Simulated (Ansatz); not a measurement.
**BN (F-43m), a vibration from a frozen displacement**

These are results of Ansatz, DFT r2SCAN, scalar-relativistic, plane waves, PAW, not measurements. Cutoff 500 eV, Γ-centred 12×12×12 k-points, Gaussian smearing of 0.05 eV. No spin polarisation. Energies are free energies at this smearing, counted from the undisturbed cell; pressure is positive in compression.

Zero of the scan (as given, not relaxed at this level; it stands at -5.2 GPa):

```
CELL_PARAMETERS angstrom
0.00000 1.81300 1.81300
1.81300 0.00000 1.81300
1.81300 1.81300 0.00000
ATOMIC_POSITIONS crystal
B 0.00000 0.00000 0.00000
N 0.75000 0.75000 0.75000
```

Every N atom is moved by x along the Cartesian unit vector (0.707, 0.707, 0.000); the cell and all other atoms stay fixed. The cell's volume is 11.92 Å³; the moved atoms weigh 14.007 u together and the others 10.810 u. Some rows repeat others by symmetry and weren't run.

| x (Å) | ΔE (meV/cell) | total force on the moved atoms along the move (eV/Å) | pressure (GPa) |
| --- | --- | --- | --- |
| -0.5000 | 2939.77 | 11.9657 | 72.1106 |
| -0.4375 | 2244.05 | 10.3192 | 53.3822 |
| -0.3750 | 1647.64 | 8.7799 | 37.3605 |
| -0.3125 | 1145.30 | 7.3020 | 24.0313 |
| -0.2500 | 734.36 | 5.8502 | 13.3259 |
| -0.1875 | 413.96 | 4.4016 | 5.1465 |
| -0.1250 | 184.34 | 2.9444 | -0.6088 |
| -0.0625 | 46.14 | 1.4759 | -4.0252 |
| 0.0000 | 0.00 | 0.0000 | -5.1577 |
| 0.0625 | 46.14 | -1.4759 | -4.0252 |
| 0.1250 | 184.34 | -2.9444 | -0.6088 |
| 0.1875 | 413.96 | -4.4016 | 5.1465 |
| 0.2500 | 734.36 | -5.8502 | 13.3259 |
| 0.3125 | 1145.30 | -7.3020 | 24.0313 |
| 0.3750 | 1647.64 | -8.7799 | 37.3605 |
| 0.4375 | 2244.05 | -10.3192 | 53.3822 |
| 0.5000 | 2939.77 | -11.9657 | 72.1106 |

What frequency belongs to this motion?

The force constant is k = −dF/dx = 23.614 eV/Å², from the parabola through x = -0.0625, 0 and 0.0625. In every cell the moved atoms swing against the rest, so the mass is μ = m₁m₂/(m₁ + m₂) = 6.101 u, and ν̃ = 521.5 cm⁻¹ × √(|k|/μ) = 1026 cm⁻¹, at this cell's pressure of -5.2 GPa. To first order in x, and within 1 %, the force on every atom lies along the move and, within each of the two groups, in proportion to the atom's mass, so this is itself a mode at the zone centre of this cell, taken without macroscopic field (the transverse frequency in a polar insulator).

How far does the harmonic law reach?

At x = -0.500 Å, kx²/2 = 2951.75 meV against the computed 2939.77 meV (-0.4 %): the well is still close to harmonic there.

The pressure changes with x². What does that say about the frequency under compression?

With E = k(V)x²/2, k ∝ V^(−2γ) and x scaling with the cell as V^(1/3), P − P0 = −∂E/∂V = (2γ − 2/3) ΔE/V. At x = 0.1250 Å, V(P − P0) = 11.92 × 4.54894 / 160.2 eV = 338.39 meV and ΔE = 184.34 meV, so γ = 1/3 + V(P − P0)/(2ΔE) = 1.25. This is the Grüneisen parameter of the motion under uniform scaling of the cell: shrinking the cell evenly by 1 % in volume raises the frequency by about 1.25 %.

The frequency of 1026 cm⁻¹ reflects two light atoms joined by short, strong sp³ bonds with a polar covalent character. Shifting the nitrogen sublattice against boron stretches some of these bonds and compresses others, so the restoring force is large. The positive Grüneisen parameter fits this picture, since bonds stiffen as they shorten. The cell is under tension, so the unstressed crystal should vibrate somewhat faster.

The near-parabolic well doesn't show that the mode is free of anharmonicity. In zincblende the cubic term goes as the product of the three Cartesian displacements, and it vanishes along this direction, where a twofold axis also makes the two sides equivalent. Even the close agreement at the largest displacement is partly a cancellation: the restoring force first falls slightly below the linear law, then exceeds it at the end of the scan. A displacement along a bond would expose the cubic term, which contributes to phonon decay and to the shift of the frequency with temperature.
